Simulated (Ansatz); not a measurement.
# MnO (Fm-3m) in Ansatz: notebook

One crystal, MnO, is run at these levels: LDA, PBE; tasks: band structure.

Everything below comes from runs of Ansatz 0.2.0. Logs are shortened: lines on timing, memory, paths and dates and some standing lists are left out, and cuts for length are marked.

**1. The structure**

Symmetry: Fm-3m, No. 225, cubic system. Conventional cell: a = 4.448 Å, b = 4.448 Å, c = 4.448 Å, α = 90.00°, β = 90.00°, γ = 90.00°. Mn (site symmetry m-3m) is surrounded by 6 O at 2.22 Å. O (site symmetry m-3m) has 6 Mn at 2.22 Å as nearest neighbours.

The cell is a database's computed one.

**2. Band structure, LDA, collinear spin, ferromagnetic start**

Contents of input.yaml:

```yaml
crystal:
  lattice:
    - [0.0, 2.2239077028, 2.2239077028]
    - [2.2239077028, 0.0, 2.2239077028]
    - [2.2239077028, 2.2239077028, 0.0]
  atoms:
    - { symbol: Mn, position: [0.0, 0.0, 0.0], spin: 4.0 }
    - { symbol: O, position: [0.5, 0.5, 0.5] }
hamiltonian:
  xc: lda
  pseudopotentials: { kind: paw }
magnetization:
  spin_polarized: true
kpoints:
  mp_grid: { grid: [6, 6, 6] }
  band_path:
    path:
      - [[0.0, 0.0, 0.0], [0.5, 0.0, 0.5], [0.5, 0.25, 0.75], [0.375, 0.375, 0.75], [0.0, 0.0, 0.0], [0.5, 0.5, 0.5], [0.625, 0.25, 0.625], [0.5, 0.25, 0.75], [0.5, 0.5, 0.5], [0.375, 0.375, 0.75]]
      - [[0.625, 0.25, 0.625], [0.5, 0.0, 0.5]]
    npoints: 14
scf:
  occupations: { method: fermi_dirac, width: 0.05 }
  n_extra_bands: 6
output:
  forces: true
  stress: true
  eigenvalues: true
  fatbands: true
  write_density: true
  write_potential: true
  elf: true
  volumetric_format: npy
```

Potentials or basis: Ansatz PAW.

Command:

```
$ ansatz run input.yaml --threads 2 --pin off --max-ram 5632MiB --backend cpu --events-out ev --progress --plain --runs-dir out
```

What it wrote:

```text
Warning: RAYON_NUM_THREADS=2 ignored (pool sized by the plan → 2); use --threads N
scf.n_extra_bands = 6 over 11 filled bands (N_el = 21.0): the run solves 17 bands
Engine: ansatz 0.2.0, aarch64-unknown-linux-gnu
Pseudopotentials: kind: paw
Pseudopotential: Mn, paw, valence charge 15, recommended cutoff 420 eV (normal), Mn.paw.azcp
Pseudopotential: O, paw, valence charge 6, recommended cutoff 420 eV (normal), O.paw.azcp
Functional definition: SPW92
  exchange = slater_x
  correlation = pw_c
Crystal: 2 atoms, lattice volume = 21.998 Å³
Basis set: ecut = 420 eV, 411 PW (Γ)
Bands: 17, of which v1, the nominal top of the filled ones, is band 11 counted from 1 (10 counted from 0)
Symmetry: 48 space group operations
Space group: Fm-3m (ITA 225), of the structure as read, at distance tolerance 2.8e-5 Å
Magnetic group: BNS 225.116 (UNI 1618), of the structure as read, at distance tolerance 2.8e-5 Å
k-points: 16 of 216
Non-local potential: Mn, projectors of the file, l = 0: 3, l = 1: 2, l = 2: 3, l = 3: 1
Non-local potential: O, projectors of the file, l = 0: 2, l = 1: 2, l = 2: 1
PAW form: soft (Blöchl's): semilocal exchange-correlation on the pseudo side does not see the compensation charge
PAW frozen core: Mn, regenerated for the run's functional, and the local potential with it (the file was generated under x = pbe(κ = 0.804, μ = 0.2195149727645171), c = pbe(β = 0.06672455060314922))
PAW frozen core: O, regenerated for the run's functional, and the local potential with it (the file was generated under x = pbe(κ = 0.804, μ = 0.2195149727645171), c = pbe(β = 0.06672455060314922))
PAW one-centre angular grid: Mn, 590 points (default); XC on 64 Gauss nodes
PAW one-centre angular grid: O, 110 points (default); XC on 64 Gauss nodes
Initial density: superposition of atomic densities (chi_scale 0.1, normalization cell, long waves kept (reshape's long-wave potential 0.00 eV rms))
Starting moments: Σ|m| = 4 μB on 1 of 2 sites
Initial wavefunctions: pseudopotential atomic-orbital guess
Functional: x = slater, c = lda
SCF iter   1: F=—  HF=-4396.257841 eV  |F-HF|=—  |Δ(HF+E_count)|=         —  Δρ=1.34e-1 (↑1.34e-1 ↓7.48e-2)  dr2=6.90e0  dr2_m=5.83e-1  M=4.392 μB ∫|m|=4.392 μB  β_m=0.30  ethr=3.10e-3  ⟨swp⟩=3.8  Hψ=2225  notcnv=0
Mixer restart at iter 1: flushing history
preconditioner: auto → none  [metal: Δε(μ)=0.055 eV  Ē_g=12.318 eV  σ=0.050 eV  W_gap=0.27  n_scr=8 (ndim 8)  ℏωp=28.5 eV  f_vac=0.000  D(μ)=1.32/eV (n_scr^D=14)  sad-step TF]
SCF iter   2: F=—  HF=-4395.931698 eV  |F-HF|=—  |Δ(HF+E_count)|=   3.26e-1  Δρ=7.72e-2 (↑7.72e-2 ↓3.34e-2)  dr2=1.11e0  dr2_m=4.57e-1  M=4.668 μB ∫|m|=4.668 μB  β_m=0.42  ethr=3.10e-3  ⟨swp⟩=3.0  Hψ=1296  notcnv=0  defer=16
SCF iter   3: F=—  HF=-4395.898912 eV  |F-HF|=—  |Δ(HF+E_count)|=   3.28e-2  Δρ=1.95e-2 (↑1.95e-2 ↓1.95e-2)  dr2=1.80e-1  dr2_m=3.70e-2  M=4.665 μB ∫|m|=4.665 μB  β_m=0.47  ethr=3.10e-3  ⟨swp⟩=2.5  Hψ=1004  notcnv=0  defer=26
SCF iter   4: F=—  HF=-4395.847373 eV  |F-HF|=—  |Δ(HF+E_count)|=         —  Δρ=5.69e-3 (↑5.06e-3 ↓5.69e-3)  dr2=1.18e-2  dr2_m=2.76e-3  M=4.679 μB ∫|m|=4.679 μB  β_m=0.47  ethr=8.56e-4  ⟨swp⟩=2.2  Hψ=925  notcnv=0  defer=26
Mixer restart at iter 4: flushing history
SCF iter   5: F=—  HF=-4395.860025 eV  |F-HF|=—  |Δ(HF+E_count)|=   1.27e-2  Δρ=5.28e-3 (↑5.28e-3 ↓3.19e-3)  dr2=6.27e-3  dr2_m=8.06e-4  M=4.686 μB ∫|m|=4.686 μB  β_m=0.54  ethr=5.64e-5  ⟨swp⟩=2.2  Hψ=917  notcnv=0  defer=26
SCF iter   6: F=—  HF=-4395.877225 eV  |F-HF|=—  |Δ(HF+E_count)|=   1.72e-2  Δρ=1.80e-3 (↑1.80e-3 ↓1.48e-3)  dr2=3.73e-4  dr2_m=4.43e-4  M=4.690 μB ∫|m|=4.690 μB  β_m=0.60  ethr=2.99e-5  ⟨swp⟩=2.1  Hψ=984  notcnv=0  defer=26
SCF iter   7: F=—  HF=-4395.883015 eV  |F-HF|=—  |Δ(HF+E_count)|=   5.79e-3  Δρ=1.20e-3 (↑7.45e-4 ↓1.20e-3)  dr2=6.97e-4  dr2_m=1.96e-5  M=4.691 μB ∫|m|=4.691 μB  β_m=0.69  ethr=1.78e-6  ⟨swp⟩=2.0  Hψ=998  notcnv=0  defer=26
SCF iter   8: F=—  HF=-4395.883819 eV  |F-HF|=—  |Δ(HF+E_count)|=   8.04e-4  Δρ=6.47e-4 (↑6.47e-4 ↓4.03e-4)  dr2=1.09e-4  dr2_m=2.84e-5  M=4.692 μB ∫|m|=4.692 μB  β_m=0.62  ethr=1.78e-6  ⟨swp⟩=2.2  Hψ=959  notcnv=0  defer=27
SCF iter   9: F=—  HF=-4395.883866 eV  |F-HF|=—  |Δ(HF+E_count)|=   4.71e-5  Δρ=1.22e-4 (↑1.22e-4 ↓5.37e-5)  dr2=1.13e-6  dr2_m=1.45e-6  M=4.692 μB ∫|m|=4.692 μB  β_m=0.81  ethr=5.20e-7  ⟨swp⟩=2.1  Hψ=760  notcnv=0  defer=27
SCF iter  10: F=—  HF=-4395.883866 eV  |F-HF|=—  |Δ(HF+E_count)|=   3.56e-7  Δρ=1.15e-5 (↑5.95e-6 ↓1.15e-5)  dr2=3.14e-8  dr2_m=8.63e-9  M=4.692 μB ∫|m|=4.692 μB  β_m=0.74  ethr=5.40e-9  ⟨swp⟩=2.7  Hψ=808  notcnv=0  defer=27
SCF iter  11: F=-4395.883866 eV  HF=-4395.883866 eV  |F-HF|=4.62e-9  |Δ(HF+E_count)|=   8.60e-9  Δρ=3.52e-6 (↑1.67e-6 ↓3.52e-6)  dr2=5.23e-9  dr2_m=3.16e-10  M=4.692 μB ∫|m|=4.692 μB  ethr=1.50e-10  ⟨swp⟩=6.2  Hψ=2803  notcnv=0
SCF 1 converged in 11 iterations: F = -4395.883866 eV  dr2 = 5.23e-9
NSCF: frozen V_eff on 142 k-points
SCF converged after 11 iterations
Magnetization: 4.6923 μB (12.8462 up, 8.1538 down)
Absolute magnetization: 4.6923 μB (∫|ρ↑−ρ↓|, with the PAW one-centre terms)
Spin contamination: 0.0110 ħ² per cell (⟨S²⟩ above its minimum at these occupations)
Per-site moments (μB) at R_I (Å): [(3.9679677271835985, 0.9173619274050001), (0.23612723496592788, 0.9173619274050001)]
Free energy (F): -4395.883866 eV
Harris-Foulkes:  -4395.883866 eV  (|F-HF|=4.62e-9)
Internal energy: -4395.880645 eV  (E = F + TS)
E sigma→0 (E₀):  -4395.882255 eV
Entropy (-TS):   -0.003221 eV (-1.610 meV/atom)
Fermi energy:    12.851436 eV
--- Per-component energies (eV) ---
  E_band       = -252.736303
  E_kinetic    = 472.416491
  E_local      = -2233.998213  (includes V_loc(G=0)·N_el)
  E_nonlocal   = 307.385966
  E_hartree    = 890.534880
  E_xc         = -181.970885
  E_vxc        = -234.077824  (∫ρ·V_xc dr)
  E_paw        = -1396.160256  (= ΣΔE_a)
  E_vpaw       = -345.535868  (= ΣTr[D̂ρ^β])
  E_aug_tail   = 0.002422  (compensation charges beyond the density's cutoff)
  E_ewald      = -2254.571925
  E_core_change = 0.480875  (= ΣΔE_core)
  E_smearing   = -0.003221  (= −TS)
  E_closure    = 0.000000  (closes the sum)
  Σ components = -4395.883866   (vs F -4395.883866, Δ=0.00e0)
--- Forces (eV/Å), atoms counted from 1 ---
  atom   1  Mn    -0.00000000     0.00000000    -0.00000000
  atom   2  O      0.00000000    -0.00000000     0.00000000
  max |Σ_I F_I| component: 1.59e-29 eV/Å
--- Stress (GPa, compression-positive) ---
      -14.951660      -0.000000      -0.000000
        0.000000     -14.951660      -0.000000
        0.000000       0.000000     -14.951660
  P = ⅓ Tr σ = -14.9517 GPa (-149.517 kbar)
--- Band table (eV; the first three rows and the last of 32) ---
  k-point 0 ↑: bands = ["-67.8284", "-36.9145", "-36.9145", "-36.9145", "-7.1008", "9.1213", "9.1213", "9.1213", "9.8720", "9.8720", "9.8720", "10.3822", "10.3822", "12.4697", "26.8620", "29.0661", "29.0661"]
  k-point 1 ↑: bands = ["-67.8267", "-36.9311", "-36.9166", "-36.9166", "-6.8658", "7.4035", "8.1354", "8.1354", "10.1211", "10.1211", "10.2749", "11.4558", "11.4558", "13.9921", "24.3957", "27.9564", "27.9564"]
  k-point 2 ↑: bands = ["-67.8233", "-36.9644", "-36.9208", "-36.9208", "-6.3508", "5.4226", "7.1731", "7.1731", "10.5573", "10.5573", "10.8140", "12.7136", "12.7136", "15.8879", "21.4946", "25.6442", "25.6442"]
  k-point 15 ↓: bands = ["-63.3272", "-32.6039", "-32.5816", "-32.5713", "-5.5665", "6.8295", "7.7595", "7.8845", "13.1133", "14.6493", "14.8888", "15.1194", "15.4939", "20.6932", "21.8428", "23.3368", "25.9242"]
```

Wall time 2.4 s (2 threads of Arm Neoverse V2, shared host); peak memory 0.29 GiB.

Results:

```
Free energy            : -4395.8839 eV
Pressure               : -15.0 GPa
Band gap on the k mesh : none (metal or under the smearing width)
Net moment             : 4.69 μB per cell
Absolute moment        : 4.69 μB per cell
Site moments           : Mn +3.97; O +0.24 μB
```

Levels at the corners of the path, in eV from the Fermi level:
Spin up:
```
point  band 9  band 10  band 11  band 12  band 13  band 14  band 15  band 16  band 17
    Γ   -2.98    -2.98    -2.98    -2.47    -2.47    -0.38    14.01    16.21    16.21
    X   -4.01    -2.03    -1.78    -1.78    -1.66     5.02     7.81    10.45    13.53
    W   -2.21    -2.21    -1.78    -1.75    -0.74     7.00     8.27     8.27    10.91
    K   -2.84    -1.93    -1.72    -1.42    -0.77     6.38     7.92     8.15    13.08
    Γ   -2.98    -2.98    -2.98    -2.47    -2.47    -0.38    14.01    16.21    16.21
    L   -2.06    -2.06    -1.65     0.38     0.38     3.53     7.73    11.77    11.77
    U   -2.84    -1.93    -1.72    -1.42    -0.77     6.38     7.92     8.15    13.08
    W   -2.21    -2.21    -1.78    -1.75    -0.74     7.00     8.27     8.27    10.91
    L   -2.06    -2.06    -1.65     0.38     0.38     3.53     7.73    11.77    11.77
    K   -2.84    -1.93    -1.72    -1.42    -0.77     6.38     7.92     8.15    13.08
    U   -2.84    -1.93    -1.72    -1.42    -0.77     6.38     7.92     8.15    13.08
    X   -4.01    -2.03    -1.78    -1.78    -1.66     5.02     7.81    10.45    13.53
```
Spin down:
| point | band 4 | band 5 | band 6 | band 7 | band 8 | band 9 | band 10 | band 11 | band 12 | band 13 |
| --- | --- | --- | --- | --- | --- | --- | --- | --- | --- | --- |
| Γ | -45.39 | -19.45 | -3.26 | -3.26 | -3.26 | 0.58 | 0.58 | 0.58 | 0.72 | 1.25 |
| X | -45.42 | -18.49 | -6.34 | -4.24 | -4.24 | -0.99 | 1.85 | 2.08 | 2.27 | 2.27 |
| W | -45.42 | -18.39 | -5.62 | -5.62 | -5.17 | 1.14 | 1.14 | 2.05 | 2.27 | 2.81 |
| K | -45.41 | -18.41 | -5.99 | -5.65 | -4.57 | 0.30 | 2.03 | 2.06 | 2.27 | 2.73 |
| Γ | -45.39 | -19.45 | -3.26 | -3.26 | -3.26 | 0.58 | 0.58 | 0.58 | 0.72 | 1.25 |
| L | -45.40 | -18.45 | -7.35 | -4.80 | -4.80 | 1.80 | 1.82 | 1.82 | 3.58 | 3.58 |
| U | -45.41 | -18.41 | -5.99 | -5.65 | -4.57 | 0.30 | 2.03 | 2.06 | 2.27 | 2.73 |
| W | -45.42 | -18.39 | -5.62 | -5.62 | -5.17 | 1.14 | 1.14 | 2.05 | 2.27 | 2.81 |
| L | -45.40 | -18.45 | -7.35 | -4.80 | -4.80 | 1.80 | 1.82 | 1.82 | 3.58 | 3.58 |
| K | -45.41 | -18.41 | -5.99 | -5.65 | -4.57 | 0.30 | 2.03 | 2.06 | 2.27 | 2.73 |
| U | -45.41 | -18.41 | -5.99 | -5.65 | -4.57 | 0.30 | 2.03 | 2.06 | 2.27 | 2.73 |
| X | -45.42 | -18.49 | -6.34 | -4.24 | -4.24 | -0.99 | 1.85 | 2.08 | 2.27 | 2.27 |

Caveat: the k mesh is coarse (spacing up to 0.41 Å⁻¹), so the values aren't converged; the pressure holds a Pulay correction of +0.8 GPa for the finite cutoff; a cell with one magnetic atom can't hold antiferromagnetic order, which such compounds often take; semilocal functionals often make such compounds metallic where correlation or magnetic order opens a gap, which also shifts bond lengths; the PAW data sets come from PBE, with cores solved anew for the run's functional, which leaves a small shift of forces and pressure. With open d or f shells a metallic result of LDA can be an artefact of self-interaction; +U or a hybrid may open a gap.

**3. Band structure, PBE, collinear spin, ferromagnetic start**

input.yaml, as its differences from that of step 2:

```diff
@@ -9,3 +9,3 @@
 hamiltonian:
-  xc: lda
+  xc: pbe
   pseudopotentials: { kind: paw }
@@ -27,6 +27,2 @@
   eigenvalues: true
-  fatbands: true
-  write_density: true
-  write_potential: true
-  elf: true
-  volumetric_format: npy
+  fatbands: false
```

Potentials or basis: Ansatz PAW.

Command:

```
$ ansatz run input.yaml --threads 2 --pin off --max-ram 5632MiB --backend cpu --events-out ev --progress --plain --runs-dir out
```

Wall time 1.9 s (2 threads of Arm Neoverse V2, shared host); peak memory 0.29 GiB.

The run converged. Its results:

| Quantity | Value |
| --- | --- |
| Free energy | -4466.1860 eV |
| Pressure | -1.4 GPa |
| Band gap on the k mesh | none (metal or under the smearing width) |
| Net moment | 4.72 μB per cell |
| Absolute moment | 4.72 μB per cell |
| Site moments | Mn +4.02; O +0.22 μB |

Levels at the corners of the path, in eV from the Fermi level:
Spin up:
```tsv
point	band 10	band 11	band 12	band 13	band 14	band 15	band 16	band 17
Γ	-3.20	-3.20	-2.67	-2.67	-0.54	13.95	16.22	16.22
X	-2.24	-2.03	-2.03	-1.90	5.00	7.78	10.37	13.57
W	-2.42	-2.03	-1.98	-0.93	6.99	8.24	8.24	10.90
K	-2.18	-1.96	-1.64	-0.96	6.37	7.89	8.10	13.12
Γ	-3.20	-3.20	-2.67	-2.67	-0.54	13.95	16.22	16.22
L	-2.30	-1.87	0.20	0.20	3.47	7.70	11.82	11.82
U	-2.18	-1.96	-1.64	-0.96	6.37	7.89	8.10	13.12
W	-2.42	-2.03	-1.98	-0.93	6.99	8.24	8.24	10.90
L	-2.30	-1.87	0.20	0.20	3.47	7.70	11.82	11.82
K	-2.18	-1.96	-1.64	-0.96	6.37	7.89	8.10	13.12
U	-2.18	-1.96	-1.64	-0.96	6.37	7.89	8.10	13.12
X	-2.24	-2.03	-2.03	-1.90	5.00	7.78	10.37	13.57
```
Spin down:
| point | band 5 | band 6 | band 7 | band 8 | band 9 | band 10 | band 11 | band 12 |
| --- | --- | --- | --- | --- | --- | --- | --- | --- |
| Γ | -19.86 | -3.40 | -3.40 | -3.40 | 0.73 | 0.73 | 0.73 | 0.74 |
| X | -18.95 | -6.45 | -4.38 | -4.38 | -0.84 | 1.95 | 2.14 | 2.40 |
| W | -18.86 | -5.73 | -5.73 | -5.26 | 1.26 | 1.26 | 2.13 | 2.40 |
| K | -18.88 | -6.10 | -5.74 | -4.68 | 0.43 | 2.14 | 2.19 | 2.34 |
| Γ | -19.86 | -3.40 | -3.40 | -3.40 | 0.73 | 0.73 | 0.73 | 0.74 |
| L | -18.91 | -7.40 | -4.88 | -4.88 | 1.91 | 1.96 | 1.96 | 3.62 |
| U | -18.88 | -6.10 | -5.74 | -4.68 | 0.43 | 2.14 | 2.19 | 2.34 |
| W | -18.86 | -5.73 | -5.73 | -5.26 | 1.26 | 1.26 | 2.13 | 2.40 |
| L | -18.91 | -7.40 | -4.88 | -4.88 | 1.91 | 1.96 | 1.96 | 3.62 |
| K | -18.88 | -6.10 | -5.74 | -4.68 | 0.43 | 2.14 | 2.19 | 2.34 |
| U | -18.88 | -6.10 | -5.74 | -4.68 | 0.43 | 2.14 | 2.19 | 2.34 |
| X | -18.95 | -6.45 | -4.38 | -4.38 | -0.84 | 1.95 | 2.14 | 2.40 |

Caveat: the k mesh is coarse (spacing up to 0.41 Å⁻¹), so the values aren't converged; the pressure holds a Pulay correction of +0.6 GPa for the finite cutoff; a cell with one magnetic atom can't hold antiferromagnetic order, which such compounds often take; semilocal functionals often make such compounds metallic where correlation or magnetic order opens a gap, which also shifts bond lengths. With open d or f shells a metallic result of PBE can be an artefact of self-interaction; +U or a hybrid may open a gap.
